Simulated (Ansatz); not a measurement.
BN (Fmm2) from a database of computed structures, relaxed with r2SCAN+rVV10 in the plane-wave code Ansatz. The symmetry is Fmm2 (No. 42, orthorhombic); a = 2.502 Å, b = 6.586 Å, c = 4.327 Å in the conventional setting, 8.91 Å³ an atom. B is surrounded by 3 N at 1.44 Å; N is surrounded by 3 B at 1.44 Å.

The axes x, y and z are those of this cell:
```
B N
1.0
     0.00000    3.29286    2.16328
     1.25096    0.00000    2.16328
     1.25096    3.29286    0.00000
B N
1 1
Direct
  0.00011 0.00011 0.99989
  0.66659 0.66659 0.33341
```

Unstrained: With PBE the valence top lies at k = (1/2, 0.365, -0.135) and the conduction bottom at T, 3.479 eV higher; the smallest vertical gap, at Γ–Σ₀ (0.90 of the way from Γ), is 4.545 eV. With r2SCAN the valence top lies at k = (1/2, 0.365, -0.135) and the conduction bottom at T, 3.936 eV higher; the smallest vertical gap, at Γ–Σ₀ (0.90 of the way from Γ), is 5.156 eV. With HSE06 the valence top lies at k = (1/2, 0.365, -0.135) and the conduction bottom at T, 4.677 eV higher; the smallest vertical gap, at Γ–Σ₀ (0.90 of the way from Γ), is 5.925 eV. Meshes: PBE 12×12×12, r2SCAN 12×12×12, HSE06 8×8×8. Strains are changes of length per length. After each strain the atoms were relaxed again with r2SCAN+rVV10 within the symmetry that the strain leaves, so tilts or polar shifts that break it weren't tested; points keep the names that they have in the unstrained zone. Calculated for a static, non-magnetic cell.

Q: Apply isotropic -2.92 % on every length. How far does the gap move, against the unstrained cell?

A: PBE: the gap goes from 3.479 to 3.476 eV (-0.003 eV). r2SCAN: the gap goes from 3.936 to 3.936 eV (0.000 eV). HSE06: the gap goes from 4.677 to 4.669 eV (-0.008 eV).

Q: Apply uniaxial -5.23 % along x, other directions held. How far does the gap move, against the unstrained cell?

A: PBE: the gap goes from 3.479 to 3.304 eV (-0.175 eV); the edges go from (1/2, 0.365, -0.135) → T to (0.497, 0.346, -0.154) → T. r2SCAN: the gap goes from 3.936 to 3.743 eV (-0.193 eV); the edges go from (1/2, 0.365, -0.135) → T to (0.497, 0.346, -0.154) → T. HSE06: the gap goes from 4.677 to 4.490 eV (-0.187 eV); the edges go from (1/2, 0.365, -0.135) → T to (0.497, 0.346, -0.154) → T.

Where an edge lies off the special points, it is a point of the mesh or the k point where a search put PBE's edge or least direct gap, reused for the other functionals, whose own edges may lie a little apart.

Coordinates of k points refer to the reciprocal vectors of the primitive cell of the runs.

The meshes of the hybrids are coarse, so their gaps aren't converged to the digits shown.
